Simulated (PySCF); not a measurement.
Species: pyrazole, C₃H₄N₂.
SMILES with atom numbers: `[cH:1]1[cH:2][n:3][nH:4][cH:5]1` (hydrogens: H6 on C1; H7 on C2; H8 on N4; H9 on C5)

Structure used (GFN2-xTB), in Å, numbered top down from 1:
```
atom  x, y, z in Å
C1     0.1567    0.9944    0.1029
C2     1.2175    0.0974   -0.0955
N3     0.7775   -1.1395   -0.2059
N4    -0.5435   -1.0620   -0.0839
C5    -0.9673    0.2046    0.1042
H6     0.2123    2.0562    0.2259
H7     2.2663    0.3074   -0.1593
H8    -1.1017   -1.8991   -0.1354
H9    -2.0042    0.4465    0.2220
```

Method used: PBE0/pcSseg-1 in PySCF (dipole) on a GFN2-xTB geometry, gas phase.

Masses are those of the commonest isotopes; rigid-rotor values at the optimised geometry. 

(1) Give the principal moments of inertia and the rotational constants in MHz.

(2) What kind of rotor is it?

(3) What does the inertial defect say?

(4) Where do the levels up to J = 4 lie, in MHz?

(5) Predict some low-J microwave lines.

## Answers

(1) Ia = 51.94, Ib = 52.36, Ic = 104.30 u·Å²; 505379 MHz·u·Å²/I gives A = 9729, B = 9652, C = 4845 MHz.

(2) A near-oblate asymmetric top; Ray's κ = 0.969.

(3) Planar: Δ = Ic − Ia − Ib = 0.00 u·Å². For a rigid frame Δ = −2 Σ m c², so it vanishes when all atoms lie in the ab plane; here none is more than 0.01 Å from it.

(4) Above 0(0,0):
J = 1: 1(0,1) 14498, 1(1,1) 14575, 1(1,0) 19382
J = 2: 2(0,2) 38762, 2(1,2) 38763, 2(1,1) 53184, 2(2,1) 53415, 2(2,0) 58146
J = 3: 3(0,3) 72680, 3(1,3) 72680, 3(1,2) 96903, 3(2,2) 96908, 3(2,1) 111214, 3(3,1) 111675, 3(3,0) 116294
J = 4: 4(0,4) 116288, 4(1,4) 116288, 4(1,3) 150204, 4(2,3) 150204, 4(2,2) 174421, 4(3,2) 174435, 4(3,1) 188588, 4(4,1) 189357, 4(4,0) 193830
Those of J = 1 are B + C, A + C and A + B.

(5) The dipole components are |μa| = 0.44 D, |μb| = 2.25 D, |μc| = 0.00 D; the mirror of this Cs structure is the ab plane, so μc vanishes by symmetry and there are no c-type lines. Intensities carry the squares of the components, which stand as 0.04 : 1.00 (a : b). Some lines, for components of 0.1 D or more:

| type | branch | J(Ka,Kc) | MHz | lower level (cm⁻¹) |
| --- | --- | --- | --- | --- |
| a | Q | 2(2,0) ← 2(2,1) | 4731 | 1.782 |
| a | Q | 1(1,0) ← 1(1,1) | 4807 | 0.486 |
| b | Q | 1(1,0) ← 1(0,1) | 4884 | 0.484 |
| b | Q | 2(2,0) ← 2(1,1) | 4962 | 1.774 |
| a | Q | 2(1,1) ← 2(1,2) | 14421 | 1.293 |
| b | Q | 2(1,1) ← 2(0,2) | 14422 | 1.293 |
| a | R | 1(0,1) ← 0(0,0) | 14498 | 0.000 |
| b | R | 1(1,1) ← 0(0,0) | 14575 | 0.000 |
| b | Q | 2(2,1) ← 2(1,2) | 14652 | 1.293 |
| b | R | 2(0,2) ← 1(1,1) | 24187 | 0.486 |
| a | R | 2(1,2) ← 1(1,1) | 24188 | 0.486 |
| a | R | 2(0,2) ← 1(0,1) | 24264 | 0.484 |
| b | R | 2(1,2) ← 1(0,1) | 24265 | 0.484 |
| a | R | 2(1,1) ← 1(1,0) | 33802 | 0.647 |
| b | R | 2(2,1) ← 1(1,0) | 34033 | 0.647 |
| b | R | 2(2,0) ← 1(1,1) | 43571 | 0.486 |

GFN2-xTB frequencies: not computed here. Zero-point vibration and centrifugal distortion are left out. Quadrupole hyperfine structure (14N) is left out.

The run took 4.6 s wall on x86-64 server, one thread, on a shared host. This is the PBE0/pcSseg-1 job that gave the dipole, with the shieldings it also computed.
